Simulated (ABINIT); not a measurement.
# PtS2 (P-3m1) in ABINIT: settings compared

The runs below take PtS2 through equation of state, single point, with PBE, PBEsol.

Everything below comes from runs of ABINIT 10.8.3 (patched build). Logs are shortened: lines on timing, memory, paths and dates and some standing lists are left out, and cuts for length are marked. The log counts tension as positive stress, the text compression.

## (1) Starting point

Symmetry: P-3m1, No. 164, trigonal system. Conventional cell: a = 3.543 Å, b = 3.543 Å, c = 5.039 Å, α = 90.00°, β = 90.00°, γ = 120.00°. Pt (site symmetry -3m) is surrounded by 6 S at 2.34 Å. S (site symmetry 3m) has 3 Pt at 2.34 Å as nearest neighbours.

## (2) Equation of state, PBE

File run.abi:

```
# Datasets: one volume each
ndtset 7
getwfk -1
scalecart1 3*0.9795861087
scalecart2 3*0.9864848297
scalecart3 3*0.9932883884
scalecart4 3*1.0000000000
scalecart5 3*1.0066227096
scalecart6 3*1.0131594038
scalecart7 3*1.0196128224

# Pseudopotentials
pp_dirpath "./"
pseudos "Pt.GGA_PBE-JTH.xml, S.GGA_PBE-JTH.xml"

# Structure
acell 6.6956776048 6.6956776048 9.5219519968
rprim
     1.0000000000     0.0000000000     0.0000000000
    -0.5000000000     0.8660254038     0.0000000000
     0.0000000000     0.0000000000     1.0000000000
ntypat 2
znucl 78 16
natom 3
typat 1 2 2
xred
     0.0000000000     0.0000000000     0.0000000000
     0.6666666667     0.3333333333     0.7730000000
     0.3333333333     0.6666666667     0.2270000000

# Plane-wave basis
ecut 544.227725 eV
pawecutdg 40.0
pawxcdev 0

# k points
kptopt 1
ngkpt 9 9 5
nshiftk 1
shiftk 0.0 0.0 0.0

# Exchange and correlation
ixc 11

# Bands and occupations
nband 15
occopt 3
tsmear 0.05 eV

# SCF cycle
nstep 100
tolvrs 1.0e-9

# Output
iomode 3
prtwf 1
prtden 0
prteig 0
prtebands 0
enunit 1
```

Potentials or basis: JTH PAW PBE v2.0.

Run with:

```sh
abinit run.abi > log 2>&1
```

run.abo:

```text
.Version 10.8.3 of ABINIT
 DATASET    1 : space group P-3 m 1 (#164); Bravais hP (primitive hexag.)
================================================================================
 Values of the parameters that define the memory need for DATASET  1.
     intxc =       0    ionmov =       0      iscf =      17    lmnmax =      18
     lnmax =       6     mgfft =      40  mpssoang =       3    mqgrid =    3001
     natom =       3  nloc_mem =       2    nspden =       1   nspinor =       1
    nsppol =       1      nsym =      12    n1xccc =       1    ntypat =       2
    occopt =       3   xclevel =       2
       mpw =        1508          nfft =       36000          nkpt =          50
 PAW method is used; the additional fine FFT grid is defined by:
   mgfftf=        54    nfftf =     86400
================================================================================
================================================================================
[... 71 lines left out ...]
 DATASET    7 : space group P-3 m 1 (#164); Bravais hP (primitive hexag.)
================================================================================
 Values of the parameters that define the memory need for DATASET  7.
     intxc =       0    ionmov =       0      iscf =      17    lmnmax =      18
     lnmax =       6     mgfft =      40  mpssoang =       3    mqgrid =    3001
     natom =       3  nloc_mem =       2    nspden =       1   nspinor =       1
    nsppol =       1      nsym =      12    n1xccc =       1    ntypat =       2
    occopt =       3   xclevel =       2
       mpw =        1689          nfft =       36000          nkpt =          50
 PAW method is used; the additional fine FFT grid is defined by:
   mgfftf=        60    nfftf =     96000
================================================================================
================================================================================

--------------------------------------------------------------------------------
------------- Echo of variables that govern the present computation ------------
--------------------------------------------------------------------------------
 -outvars: echo values of preprocessed input variables --------
            acell      6.6956776048E+00  6.6956776048E+00  9.5219519968E+00 Bohr
              amu      1.95080000E+02  3.20660000E+01
             ecut      2.00000000E+01 Hartree
           enunit           1
           getwfk          -1
              ixc          11
           jdtset        1    2    3    4    5    6    7
         kptrlatt        9    0    0      0    9    0      0    0    5
          kptrlen1     4.66378595E+01
          kptrlen2     4.69663060E+01
          kptrlen3     4.72902218E+01
          kptrlen4     4.76097600E+01
          kptrlen5     4.79250656E+01
          kptrlen6     4.82362760E+01
          kptrlen7     4.85435218E+01
            natom           3
            nband          15
           ndtset           7
            ngfft          30      30      40
          ngfftdg1         40      40      54
          ngfftdg2         40      40      54
          ngfftdg3         40      40      54
          ngfftdg4         40      40      60
          ngfftdg5         40      40      60
          ngfftdg6         40      40      60
          ngfftdg7         40      40      60
             nkpt          50
            nstep         100
             nsym          12
           ntypat           2
           occopt           3
        pawecutdg      4.00000000E+01 Hartree
         pawxcdev           0
           prtden           0
        prtebands           0
           prteig           0
            rprim1     9.7958610870E-01  0.0000000000E+00  0.0000000000E+00
                      -4.8979305435E-01  8.4834645534E-01  0.0000000000E+00
                       0.0000000000E+00  0.0000000000E+00  9.7958610870E-01
            rprim2     9.8648482970E-01  0.0000000000E+00  0.0000000000E+00
                      -4.9324241485E-01  8.5432092298E-01  0.0000000000E+00
                       0.0000000000E+00  0.0000000000E+00  9.8648482970E-01
            rprim3     9.9328838840E-01  0.0000000000E+00  0.0000000000E+00
                      -4.9664419420E-01  8.6021297765E-01  0.0000000000E+00
                       0.0000000000E+00  0.0000000000E+00  9.9328838840E-01
            rprim4     1.0000000000E+00  0.0000000000E+00  0.0000000000E+00
                      -5.0000000000E-01  8.6602540380E-01  0.0000000000E+00
                       0.0000000000E+00  0.0000000000E+00  1.0000000000E+00
            rprim5     1.0066227096E+00  0.0000000000E+00  0.0000000000E+00
                      -5.0331135480E-01  8.7176083856E-01  0.0000000000E+00
                       0.0000000000E+00  0.0000000000E+00  1.0066227096E+00
            rprim6     1.0131594038E+00  0.0000000000E+00  0.0000000000E+00
                      -5.0657970190E-01  8.7742178179E-01  0.0000000000E+00
[... 14 lines left out ...]
                       8.8379529216E-17  2.0180199282E+00  1.1283488447E+00
           xangst3     0.0000000000E+00  0.0000000000E+00  0.0000000000E+00
                       1.7597097077E+00  1.0159688735E+00  3.8688507212E+00
                      -6.6058109811E-17  2.0319377469E+00  1.1361308069E+00
           xangst4     0.0000000000E+00  0.0000000000E+00  0.0000000000E+00
                       1.7715999988E+00  1.0228337362E+00  3.8949923974E+00
                       9.2809962215E-17  2.0456674724E+00  1.1438075992E+00
           xangst5     0.0000000000E+00  0.0000000000E+00  0.0000000000E+00
                       1.7833327911E+00  1.0296076670E+00  3.9207878009E+00
                      -3.7933242324E-16  2.0592153341E+00  1.1513827048E+00
           xangst6     0.0000000000E+00  0.0000000000E+00  0.0000000000E+00
                       1.7949131986E+00  1.0362936184E+00  3.9462481751E+00
[... 10 lines left out ...]
            xcart3     0.0000000000E+00  0.0000000000E+00  0.0000000000E+00
                       3.3253694087E+00  1.9199029233E+00  7.3110682851E+00
                      -1.2483173594E-16  3.8398058466E+00  2.1469760682E+00
            xcart4     0.0000000000E+00  0.0000000000E+00  0.0000000000E+00
                       3.3478388024E+00  1.9328756338E+00  7.3604688935E+00
                       1.7538541034E-16  3.8657512676E+00  2.1614831033E+00
            xcart5     0.0000000000E+00  0.0000000000E+00  0.0000000000E+00
                       3.3700105666E+00  1.9456765078E+00  7.4092151415E+00
                      -7.1683439061E-16  3.8913530156E+00  2.1757979782E+00
            xcart6     0.0000000000E+00  0.0000000000E+00  0.0000000000E+00
                       3.3918943651E+00  1.9583111248E+00  7.4573282759E+00
                       3.5507590397E-17  3.9166222495E+00  2.1899269322E+00
            xcart7     0.0000000000E+00  0.0000000000E+00  0.0000000000E+00
                       3.4134993703E+00  1.9707847803E+00  7.5048284627E+00
                       1.8753505605E-16  3.9415695607E+00  2.2038758875E+00
             xred      0.0000000000E+00  0.0000000000E+00  0.0000000000E+00
                       6.6666666667E-01  3.3333333333E-01  7.7300000000E-01
                       3.3333333333E-01  6.6666666667E-01  2.2700000000E-01
            znucl       78.00000   16.00000

================================================================================

 chkinp: Checking input parameters for consistency, jdtset=   1.

 chkinp: Checking input parameters for consistency, jdtset=   2.
[... 40 lines left out ...]
 getcut: wavevector=  0.0000  0.0000  0.0000  ngfft=  40  40  54
         ecut(hartree)=     40.000   => boxcut(ratio)=   2.03343

--- Pseudopotential description ------------------------------------------------
- pspini: atom type   1  psp file is ./Pt.GGA_PBE-JTH.xml
 Pseudopotential format is: paw10
 basis_size (lnmax)=  6 (lmn_size= 18), orbitals=   0   0   1   1   2   2
 Spheres core radius: rc_sph= 2.51621648
 Shapefunction is SIN type: shapef(r)=[sin(pi*r/rshp)/(pi*r/rshp)]**2
 Radius for shape functions =  2.25451594
 Compensation charge density is not taken into account in XC energy/potential

- pspini: atom type   2  psp file is ./S.GGA_PBE-JTH.xml
 Pseudopotential format is: paw10
 basis_size (lnmax)=  4 (lmn_size=  8), orbitals=   0   0   1   1
 Spheres core radius: rc_sph= 1.90380259
 Shapefunction is SIN type: shapef(r)=[sin(pi*r/rshp)/(pi*r/rshp)]**2
 Radius for shape functions =  1.40128485
 Compensation charge density is not taken into account in XC energy/potential

   8.43971520E+02                                ecore*ucvol(ha*bohr**3)
--------------------------------------------------------------------------------

================================================================================

--- !BeginCycle
iteration_state: {dtset: 1, }
solver: {iscf: 17, nstep: 100, nline: 4, wfoptalg: 10, }
tolerances: {tolvrs: 1.00E-09, }
...
[... 1333 lines left out ...]
-Cartesian components of stress tensor (GPa)         [Pressure=  3.0503E+00 GPa]
- sigma(1 1)= -2.39241997E+00  sigma(3 2)=  0.00000000E+00
- sigma(2 2)= -2.39241997E+00  sigma(3 1)=  0.00000000E+00
- sigma(3 3)= -4.36609378E+00  sigma(2 1)=  0.00000000E+00

== END DATASET(S) ==============================================================
================================================================================

 -outvars: echo values of variables after computation  --------
            acell      6.6956776048E+00  6.6956776048E+00  9.5219519968E+00 Bohr
           etotal1    -4.7686266923E+01
           etotal2    -4.7692050933E+01
           etotal3    -4.7696699119E+01
           etotal4    -4.7700322334E+01
           etotal5    -4.7703025066E+01
           etotal6    -4.7704908191E+01
           etotal7    -4.7706053977E+01
            fcart1    -0.0000000000E+00  2.5281921562E-28 -0.0000000000E+00
                       1.6421089747E-28  1.5801200976E-28 -4.8143723280E-02
                      -1.6421089747E-28 -4.1083122538E-28  4.8143723280E-02
            fcart2     5.4354177316E-29 -9.4144196713E-29 -0.0000000000E+00
                      -2.7177088658E-28 -9.4144196713E-29 -4.0425812732E-02
                       2.1741670926E-28  1.8828839343E-28  4.0425812732E-02
            fcart3     1.0796375349E-28  6.2332902137E-29 -0.0000000000E+00
                      -2.1592750697E-28  6.2332902137E-29 -3.3306510917E-02
                       1.0796375349E-28 -1.2466580427E-28  3.3306510917E-02
            fcart4     1.6085871406E-28  9.2871821862E-29 -0.0000000000E+00
[... 52 lines left out ...]
           xangst3     0.0000000000E+00  0.0000000000E+00  0.0000000000E+00
                       1.7597097077E+00  1.0159688735E+00  3.8688507212E+00
                      -6.6058109811E-17  2.0319377469E+00  1.1361308069E+00
           xangst4     0.0000000000E+00  0.0000000000E+00  0.0000000000E+00
                       1.7715999988E+00  1.0228337362E+00  3.8949923974E+00
                       9.2809962215E-17  2.0456674724E+00  1.1438075992E+00
           xangst5     0.0000000000E+00  0.0000000000E+00  0.0000000000E+00
                       1.7833327911E+00  1.0296076670E+00  3.9207878009E+00
                      -3.7933242324E-16  2.0592153341E+00  1.1513827048E+00
           xangst6     0.0000000000E+00  0.0000000000E+00  0.0000000000E+00
                       1.7949131986E+00  1.0362936184E+00  3.9462481751E+00
                       1.8789807640E-17  2.0725872368E+00  1.1588594253E+00
           xangst7     0.0000000000E+00  0.0000000000E+00  0.0000000000E+00
                       1.8063460749E+00  1.0428943926E+00  3.9713841915E+00
                       9.9239277840E-17  2.0857887853E+00  1.1662408945E+00
             xred      0.0000000000E+00  0.0000000000E+00  0.0000000000E+00
                       6.6666666667E-01  3.3333333333E-01  7.7300000000E-01
                       3.3333333333E-01  6.6666666667E-01  2.2700000000E-01
 Calculation completed.
```

It took 7.1 min on 1 thread of Arm Neoverse V1, shared host; peak memory 0.17 GiB.

What came out:

```
Equilibrium volume                        : 19.83 Å³/atom (rough: see the caveat)
Bulk modulus at fixed shape and positions : 125 GPa (rough)
```

Energy against volume, from the lowest point:
| volume (Å³/atom) | energy (meV/atom) |
| --- | --- |
| 17.165 | 179.48 |
| 17.531 | 127.01 |
| 17.896 | 84.85 |
| 18.261 | 51.99 |
| 18.626 | 27.47 |
| 18.992 | 10.39 |
| 19.357 | 0.00 |

Caveat: pressures at fixed basis lie under the slope of the energies; the minimum lies outside the volumes run; the cell was scaled at fixed shape and fractional positions, which overstates the stiffness of a crystal with free parameters, most of all of layers and chains; the atomic spheres overlap.

## (3) Single point, PBEsol

File run.abi:

```
pp_dirpath "./"
pseudos "Pt.upf, S.upf"

acell 3*1.0 Angstrom
rprim
     3.5432000000     0.0000000000     0.0000000000
    -1.7716000000     3.0685012107     0.0000000000
     0.0000000000     0.0000000000     5.0388000000
ntypat 2
znucl 78 16
natom 3
typat 1 2 2
xcart
     0.0000000000     0.0000000000     0.0000000000
     1.7716000002     1.0228337368     3.8949924000
    -0.0000000002     2.0456674739     1.1438076000 Angstrom

ecut 1142.878222 eV

kptopt 1
ngkpt 9 9 5
nshiftk 1
shiftk 0.0 0.0 0.0

ixc -116133

nband 19
occopt 3
tsmear 0.05 eV

nstep 100
tolvrs 1.0e-10

iomode 3
prtwf 0
prtden 0
prteig 0
prtebands 0
enunit 2
```

Potentials or basis: PseudoDojo NC SR PBEsol v0.4.1 standard.

Run with:

```sh
abinit run.abi > log 2>&1
```

It took 3 min on 1 thread of Arm Neoverse V1, shared host; peak memory 0.15 GiB.

It converged, with:

- Free energy: -4153.3926 eV
- Pressure: 6.2 GPa
- Largest force: 0.938 eV/Å
- Band gap on the k mesh: 0.95 eV, indirect (least direct gap 0.99 eV)
- Valence electrons inside the program's atomic spheres: Pt 14.50; S 3.91

Forces in eV/Å, atoms in the order of the input:
```
Pt   0.000  0.000  0.000
S    0.000  0.000 -0.938
S    0.000  0.000  0.938
```

Stress tensor (GPa, compression positive):
```
6.45 0.00 0.00
0.00 6.45 0.00
0.00 0.00 5.73
```

Levels at points of the mesh, in eV from the valence-band top:
```csv
k point,band 11,band 12,band 13,band 14,band 15,band 16,band 17,band 18,band 19
"(0.00, 0.00, 0.00)",-4.02,-1.82,-1.16,-1.16,-0.15,2.42,2.42,4.62,5.57
```

Caveat: spin-orbit coupling is left out, which moves the levels of the heavy elements; an odd mesh through Γ misses points on the zone boundary, where band edges often lie.

## (4) Equation of state, PBEsol

File run.abi:

```
ndtset 7
getwfk -1
scalecart1 3*0.9795861087
scalecart2 3*0.9864848297
scalecart3 3*0.9932883884
scalecart4 3*1.0000000000
scalecart5 3*1.0066227096
scalecart6 3*1.0131594038
scalecart7 3*1.0196128224

pp_dirpath "./"
pseudos "Pt.upf, S.upf"

acell 3.5432 3.5432 5.0388 Angstrom
rprim
     1.0000000000     0.0000000000     0.0000000000
    -0.5000000000     0.8660254038     0.0000000000
     0.0000000000     0.0000000000     1.0000000000
ntypat 2
znucl 78 16
natom 3
typat 1 2 2
xred
     0.0000000000     0.0000000000     0.0000000000
     0.6666666667     0.3333333333     0.7730000000
     0.3333333333     0.6666666667     0.2270000000

ecut 1142.878222 eV

kptopt 1
ngkpt 9 9 5
nshiftk 1
shiftk 0.0 0.0 0.0

ixc -116133

nband 19
occopt 3
tsmear 0.05 eV

nstep 100
tolvrs 1.0e-10

iomode 3
prtwf 1
prtden 0
prteig 0
prtebands 0
enunit 2
```

Run with:

```sh
abinit run.abi > log 2>&1
```

It took 19 min on 1 thread of Arm Neoverse V1, shared host; peak memory 0.19 GiB.

The run converged. Its results:

| Property | Result |
| --- | --- |
| Equilibrium volume | 19.02 Å³/atom |
| Bulk modulus at fixed shape and positions | 139 GPa |
| Pressure derivative of the bulk modulus | 4.7 |

Energy against volume, from the lowest point:
| volume (Å³/atom) | energy (meV/atom) |
| --- | --- |
| 17.165 | 95.36 |
| 17.531 | 59.04 |
| 17.896 | 32.30 |
| 18.261 | 14.13 |
| 18.626 | 3.63 |
| 18.992 | 0.00 |
| 19.357 | 2.51 |

Caveat: pressures at fixed basis lie under the slope of the energies; the cell was scaled at fixed shape and fractional positions, which overstates the stiffness of a crystal with free parameters, most of all of layers and chains.
